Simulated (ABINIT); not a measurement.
PtS2:

```
Pt S
1.0
     3.54320    0.00000    0.00000
    -1.77160    3.06850    0.00000
     0.00000    0.00000    5.03880
Pt S
1 2
Direct
  0.00000 0.00000 0.00000
  0.66667 0.33333 0.77300
  0.33333 0.66667 0.22700
```

Base run:

* Program: ABINIT 10.8.3 (patched build)
* Functional: PBEsol
* Potentials or basis: PseudoDojo NC SR PBEsol v0.4.1 standard
* Cutoff: 1034 eV
* k mesh: 7 × 7 × 4
* Occupations: fermi-dirac, width 0.05 eV
* Spin: no spin polarisation

Its results: band gap on the k mesh 0.76 eV, indirect (least direct gap 0.93 eV); pressure 6.0 GPa; largest force 0.938 eV/Å.

Q: The run is repeated on the same cell with these changes: cutoff from 1034 eV to 571 eV. What comes out?

A: Band gap on the k mesh 0.73 eV, indirect (least direct gap 0.90 eV); pressure -27.3 GPa; largest force 1.021 eV/Å.

Caveats: spin-orbit coupling is left out, which moves the levels of the heavy elements; an odd mesh through Γ misses points on the zone boundary, where band edges often lie; the cutoff is short for stress, so the pressure is rough (some runs); so large a pressure means that the cell lies far from this level's equilibrium, or that cutoff or potentials fall short (some runs); forces of over 1 eV/Å show positions far from the minimum, so gaps and moduli don't describe the material at rest (some runs).
